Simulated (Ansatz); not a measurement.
# Te (sc type): the cost of one run

Computed with Ansatz 0.2.0 (DFT PBE, with the methods named in each step, unless a step's input says otherwise).

### 1 Starting point

Symmetry: Pm-3m, No. 221, cubic system. The conventional cell has a = 3.202 Å, b = 3.202 Å, c = 3.202 Å, α = 90.00°, β = 90.00°, γ = 90.00°. Te (site symmetry m-3m) is surrounded by 6 Te at 3.20 Å.

Coordinates:

```
CELL_PARAMETERS angstrom
3.20246 0.00000 0.00000
0.00000 3.20246 0.00000
0.00000 0.00000 3.20246
ATOMIC_POSITIONS crystal
Te 0.00000 0.00000 0.00000
```

Whether this phase is the stable one at these pressures isn't tested.

### 2 The reference volume, LAPW

Contents of input.yaml:

```yaml
crystal:
  lattice:
    - [3.2024557246, 0.0, 0.0]
    - [0.0, 3.2024557246, 0.0]
    - [0.0, 0.0, 3.2024557246]
  atoms:
    - { symbol: Te, position: [0.0, 0.0, 0.0] }
kpoints:
  mp_grid: { grid: [12, 12, 12] }
  band_path:
    path:
      - [0.0, 0.0, 0.0]
      - [0.0, 0.5, 0.0]
      - [0.5, 0.5, 0.0]
      - [0.0, 0.0, 0.0]
      - [0.5, 0.5, 0.5]
      - [0.0, 0.5, 0.0]
      - [0.5, 0.5, 0.5]
      - [0.5, 0.5, 0.0]
    npoints: 14
scf:
  occupations: { method: fermi_dirac, width: 0.08 }
hamiltonian:
  xc: pbe
  pseudopotentials: { kind: all_electron, lapw: { basis_error: 0.001 } }
output:
  forces: true
  stress: true
  eigenvalues: true
  populations: true
  dos: { projected: true, de: 0.2, e_range: [-14, 8] }
```

Started as:

```bash
$ ansatz run input.yaml --threads 1 --pin off --max-ram 2048MiB --backend cpu --events-out ev --progress --plain --runs-dir out
```

**Question.** How long does this run take on 1 thread of Arm Neoverse V2, shared host, and how much memory does it need?

About 7.7 s, with a peak of 0.25 GiB.
